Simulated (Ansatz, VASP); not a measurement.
## Ta3N5 in two plane-wave programs

Wanted: the spread between two codes on one cell, functional and k mesh.

Program: Ansatz 0.2.0. Level of theory: plane waves, with VASP 6.6.1 beside it; band structure at r2SCAN. Results are calculated unless marked as measured.

**1. Starting point**

Symmetry: Cmcm, No. 63, orthorhombic system. Conventional cell: a = 3.886 Å, b = 10.212 Å, c = 10.262 Å, α = 90.00°, β = 90.00°, γ = 90.00°. Nearest to Ta lie 6 N at 2.04 to 2.14 Å. Nearest to Ta lie 6 N at 1.96 to 2.24 Å. N has 4 Ta at 2.06 to 2.22 Å nearest. Nearest to N lie 3 Ta at 1.96 to 2.04 Å. Nearest to N lie 4 Ta at 2.03 to 2.24 Å. Farther neighbours and most contacts between anions are not listed.

**2. Ansatz: band structure, r2SCAN**

Ansatz runs on its default PAW (the set named soft_2) files.

The same path points are solved in both programs, so levels can be compared one by one.

input.yaml

```yaml
crystal:
  lattice:
    - [1.9431, -5.1059, 0.0]
    - [1.9431, 5.1059, 0.0]
    - [0.0, 0.0, 10.2624]
  atoms:
    - { symbol: Ta, position: [0.8029, 0.1971, 0.25] }
    - { symbol: Ta, position: [0.1971, 0.8029, 0.75] }
    - { symbol: Ta, position: [0.86545, 0.13455, 0.55906] }
    - { symbol: Ta, position: [0.13455, 0.86545, 0.05906] }
    - { symbol: Ta, position: [0.13455, 0.86545, 0.44094] }
    - { symbol: Ta, position: [0.86545, 0.13455, 0.94094] }
    - { symbol: "N", position: [0.23678, 0.76322, 0.25] }
    - { symbol: "N", position: [0.76322, 0.23678, 0.75] }
    - { symbol: "N", position: [0.95299, 0.04701, 0.11949] }
    - { symbol: "N", position: [0.04701, 0.95299, 0.61949] }
    - { symbol: "N", position: [0.04701, 0.95299, 0.88051] }
    - { symbol: "N", position: [0.95299, 0.04701, 0.38051] }
    - { symbol: "N", position: [0.69138, 0.30862, 0.07378] }
    - { symbol: "N", position: [0.30862, 0.69138, 0.57378] }
    - { symbol: "N", position: [0.30862, 0.69138, 0.92622] }
    - { symbol: "N", position: [0.69138, 0.30862, 0.42622] }
hamiltonian:
  xc: r2scan
  pseudopotentials: { kind: paw }
kpoints:
  mp_grid: { grid: [4, 4, 1] }
  band_path:
    path:
      - [0.0, 0.0, 0.0]
      - [0.12266, 0.12266, 0.0]
      - [0.24532, 0.24532, 0.0]
      - [0.24532, 0.31675, 0.0]
      - [0.08177, 0.43892, 0.0]
      - [0.0, 0.5, 0.0]
      - [0.0, 0.5, 0.21429]
      - [0.0, 0.5, 0.42857]
      - [0.08177, 0.43892, 0.5]
      - [0.20443, 0.34729, 0.5]
      - [0.28621, 0.28621, 0.5]
      - [0.12266, 0.12266, 0.5]
      - [0.0, 0.0, 0.5]
      - [0.0, 0.0, 0.35714]
      - [0.0, 0.0, 0.14286]
      - [-0.07143, 0.07143, 0.0]
      - [-0.28571, 0.28571, 0.0]
      - [-0.5, 0.5, 0.0]
      - [-0.43892, 0.56108, 0.0]
      - [-0.31675, 0.68325, 0.0]
      - [-0.28621, 0.71379, 0.07143]
      - [-0.28621, 0.71379, 0.28571]
      - [-0.28621, 0.71379, 0.5]
      - [-0.37783, 0.62217, 0.5]
      - [-0.46946, 0.53054, 0.5]
      - [-0.5, 0.5, 0.42857]
      - [-0.5, 0.5, 0.14286]
      - [0.0, 0.0, 0.5]
      - [-0.21429, 0.21429, 0.5]
      - [-0.5, 0.5, 0.5]
    npoints: 1
scf:
  occupations: { method: gaussian, width: 0.01 }
  n_extra_bands: 14
output:
  forces: true
  stress: true
  eigenvalues: true
```

Launch:

```sh
ansatz run input.yaml --threads 4 --pin off --max-ram 9216MiB --backend cpu --events-out ev --progress --plain --runs-dir out
```

Numbers of over 12 decimals in the logs are rounded to 6 here.

Log:

```text
scf.n_extra_bands = 14 over 64 filled bands (N_el = 128.0): the run solves 78 bands
Engine: ansatz 0.2.0, aarch64-unknown-linux-gnu
Pseudopotentials: kind: paw
Pseudopotential: Ta, paw, valence charge 13, recommended cutoff 500 eV (meta_gga), Ta.paw.azcp
Pseudopotential: N, paw, valence charge 5, recommended cutoff 500 eV (meta_gga), N.paw.azcp
Functional definition: r2SCAN
  parameter k0 = 0.174
  parameter k1 = 0.065
  parameter a1 = 4.9479
  exchange = r2scan_x(k0 = k0, k1 = k1, a1 = a1)
  correlation = r2scan_c
Crystal: 16 atoms, lattice volume = 203.632 Å³
Basis set: ecut = 500 eV, 5109 PW (Γ), exchange–correlation on 160×160×300 points (64 copies of the dense FFT grid, shifted against one another)
Bands: 78, of which v1, the nominal top of the filled ones, is band 64 counted from 1 (63 counted from 0)
Symmetry: 8 space group operations
Space group: Cmcm (ITA 63), of the structure as read, at distance tolerance 5.9e-5 Å
k-points: 7 of 16
Non-local potential: Ta, projectors of the file, l = 0: 3, l = 1: 2, l = 2: 2, l = 3: 1
Non-local potential: N, projectors of the file, l = 0: 2, l = 1: 2, l = 2: 1
PAW form: soft (Blöchl's): semilocal exchange-correlation on the pseudo side does not see the compensation charge
PAW frozen core: Ta, regenerated for the run's functional (the file was generated under x = pbe(κ = 0.804, μ = 0.219515), c = pbe(β = 0.066725))
PAW frozen core: N, regenerated for the run's functional (the file was generated under x = pbe(κ = 0.804, μ = 0.219515), c = pbe(β = 0.066725))
PAW one-centre angular grid: Ta, 590 points (default); XC on 160 Gauss nodes
PAW one-centre angular grid: N, 302 points (default); XC on 160 Gauss nodes
Initial density: superposition of atomic densities (neutral atoms: chi_scale 0, normalization atom), corrected by the library's trained network
Initial wavefunctions: pseudopotential atomic-orbital guess
Functional: x = r2scan, c = r2scan; τ floored in thin density (d = 2e-4 eV/Å³)
SCF iter   1: F=—  HF=-63533.994063 eV  |F-HF|=—  |Δ(HF+E_count)|=         —  Δρ=1.33e-2  dr2=4.07e-1  dr2_τ=1.50e0  ethr=1.77e-3  ⟨swp⟩=7.7  Hψ=2119  notcnv=0  defer=21
preconditioner: auto → Resta (q_TF=auto, 2.525 Å⁻¹)  ε∞=6.6  [insulator: Δε(μ)=1.717 eV  Ē_g=9.856 eV  σ=0.010 eV  W_gap=1.00  n_scr=56 (ndim 8)  ℏωp=23.3 eV  f_vac=0.062  D(μ)=0.00/eV (n_scr^D=0)  ε∞_Penn≈6.6]
SCF iter   2: F=—  HF=-63534.212349 eV  |F-HF|=—  |Δ(HF+E_count)|=   2.18e-1  Δρ=6.87e-3  dr2=5.01e-2  dr2_τ=1.49e-2  ethr=3.18e-4  ⟨swp⟩=2.6  Hψ=959  notcnv=0  defer=53
SCF iter   3: F=—  HF=-63534.216613 eV  |F-HF|=—  |Δ(HF+E_count)|=   4.26e-3  Δρ=2.69e-3  dr2=8.84e-3  dr2_τ=1.05e-3  ethr=3.91e-5  ⟨swp⟩=2.9  Hψ=852  notcnv=0  defer=53
SCF iter   4: F=—  HF=-63534.217751 eV  |F-HF|=—  |Δ(HF+E_count)|=   1.14e-3  Δρ=5.60e-4  dr2=5.79e-4  dr2_τ=1.47e-4  ethr=6.91e-6  ⟨swp⟩=2.1  Hψ=770  notcnv=0  defer=53
SCF iter   5: F=—  HF=-63534.217775 eV  |F-HF|=—  |Δ(HF+E_count)|=   2.36e-5  Δρ=1.88e-4  dr2=9.45e-5  dr2_τ=6.86e-6  ethr=4.52e-7  ⟨swp⟩=2.0  Hψ=773  notcnv=0  defer=53
SCF iter   6: F=—  HF=-63534.217668 eV  |F-HF|=—  |Δ(HF+E_count)|=   1.07e-4  Δρ=5.66e-5  dr2=9.40e-6  dr2_τ=7.01e-7  ethr=7.38e-8  ⟨swp⟩=2.0  Hψ=701  notcnv=0  defer=53
SCF iter   7: F=—  HF=-63534.217671 eV  |F-HF|=—  |Δ(HF+E_count)|=   2.88e-6  Δρ=1.51e-5  dr2=7.07e-7  dr2_τ=5.72e-8  ethr=7.34e-9  ⟨swp⟩=2.0  Hψ=731  notcnv=0  defer=53
SCF iter   8: F=—  HF=-63534.217671 eV  |F-HF|=—  |Δ(HF+E_count)|=   3.11e-7  Δρ=6.20e-6  dr2=1.09e-7  dr2_τ=1.65e-8  ethr=7.81e-11  ⟨swp⟩=13.0  Hψ=2745  notcnv=0
SCF iter   9: F=-63534.217671 eV  HF=-63534.217671 eV  |F-HF|=6.02e-9  |Δ(HF+E_count)|=   1.38e-8  Δρ=2.93e-6  dr2=1.93e-8  dr2_τ=2.46e-9  ethr=7.81e-11  ⟨swp⟩=5.0  Hψ=1829  notcnv=0
SCF 1 converged in 9 iterations: F = -63534.217671 eV  dr2 = 1.93e-8
  greatest PAW one-centre occupation: 0.998 electrons in one spin orbital (limit 2), on the Ta atom at site 4 (counted from 0), in its partial waves of l = 0
NSCF: frozen V_eff on 30 k-points
SCF converged after 9 iterations
Free energy (F): -63534.217671 eV
Harris-Foulkes:  -63534.217671 eV  (|F-HF|=6.02e-9)
Internal energy: -63534.217671 eV  (E = F + TS)
E sigma→0 (E₀):  -63534.217671 eV
Fermi energy:    12.513309 eV
--- Per-component energies (eV) ---
  E_band       = -1107.838046
  E_kinetic    = 3507.729060
  E_local      = -7469.432995  (includes V_loc(G=0)·N_el)
  E_nonlocal   = 538.351965
  E_hartree    = 2648.238566
  E_xc         = -1824.680645
  E_vxc        = -2177.126975  (∫ρ·V_xc dr)
  E_paw        = -51826.152392  (= ΣΔE_a)
  E_vpaw       = -918.400729  (= ΣTr[D̂ρ^β])
  E_aug_tail   = 0.000635  (compensation charges beyond the density's cutoff)
  E_vtau       = 114.561360  (kinetic-family band-sum trace: ∫τ·v_τ [+ j·A + Jᵃ·Aᵃ] dr)
  E_ewald      = -9103.438537
  E_core_change = -4.833327  (= ΣΔE_core)
  E_smearing   = -0.000000  (= −TS)
  E_closure    = -0.000000  (closes the sum)
  Σ components = -63534.217671   (vs F -63534.217671, Δ=0.00e0)
--- Forces (eV/Å), atoms counted from 1 ---
  atom   1  Ta    -0.00000000    -0.10195606    -0.00000000
  atom   2  Ta     0.00000000     0.10195606     0.00000000
  atom   3  Ta     0.00000000    -0.36333833     0.23764557
  atom   4  Ta    -0.00000000     0.36333833     0.23764557
  atom   5  Ta    -0.00000000     0.36333833    -0.23764557
  atom   6  Ta     0.00000000    -0.36333833    -0.23764557
  atom   7  N     -0.00000000    -0.11286890     0.00000000
  atom   8  N      0.00000000     0.11286890    -0.00000000
  atom   9  N     -0.00000000    -0.12088020    -0.25057424
  atom  10  N      0.00000000     0.12088020    -0.25057424
  atom  11  N      0.00000000     0.12088020     0.25057424
  atom  12  N     -0.00000000    -0.12088020     0.25057424
  atom  13  N     -0.00000000    -0.05437616    -0.04243123
  atom  14  N      0.00000000     0.05437616    -0.04243123
  atom  15  N      0.00000000     0.05437616     0.04243123
  atom  16  N     -0.00000000    -0.05437616     0.04243123
  max |Σ_I F_I| component: 1.18e-16 eV/Å
--- Stress (GPa, compression-positive) ---
        0.403743      -0.000000      -0.000000
       -0.000000       0.735422       0.000000
       -0.000000       0.000000       2.112660
  P = ⅓ Tr σ = 1.0839 GPa (10.839 kbar)
--- Band table (eV; the first three rows and the last of 7) ---
  k-point 0: bands = [... 60 lower, 10.8891, 11.1834, 11.4259, 11.7200, 13.5406, 13.8321, 14.2211, 14.5568, ... 10 higher]
  k-point 1: bands = [... 60 lower, 10.8025, 10.9692, 11.1068, 11.6292, 14.0457, 14.6484, 14.7944, 14.9762, ... 10 higher]
  k-point 2: bands = [... 60 lower, 10.6377, 10.6825, 11.1577, 11.3362, 13.8464, 13.8920, 14.7287, 15.0490, ... 10 higher]
  k-point 6: bands = [... 60 lower, 10.7406, 10.7759, 10.9223, 11.4138, 13.3066, 13.9438, 14.4380, 15.0595, ... 10 higher]
```

It took 14 s on 4 threads of Arm Neoverse V2, shared host; peak memory 1.2 GiB.

Reading the cycles: dr2 is the Hartree energy of the density residual (eV), the measure of convergence; HF is the Harris–Foulkes estimate of the energy, which meets the free energy F at convergence.

(Part 1 of 2 ends here.)

[Lines on the potential files, build, host, timing and source positions are cut from VASP's logs without a mark.]

[Logs are printed without paths, hosts, clocks, repeated set-up lines and the standing remarks that a program may print on its own settings, such as how far it seeks lower states.]

[Hosts, paths, dates, database ids (printed as entryN), source tags and the programs' standing remarks are cut or masked in the printed files.]
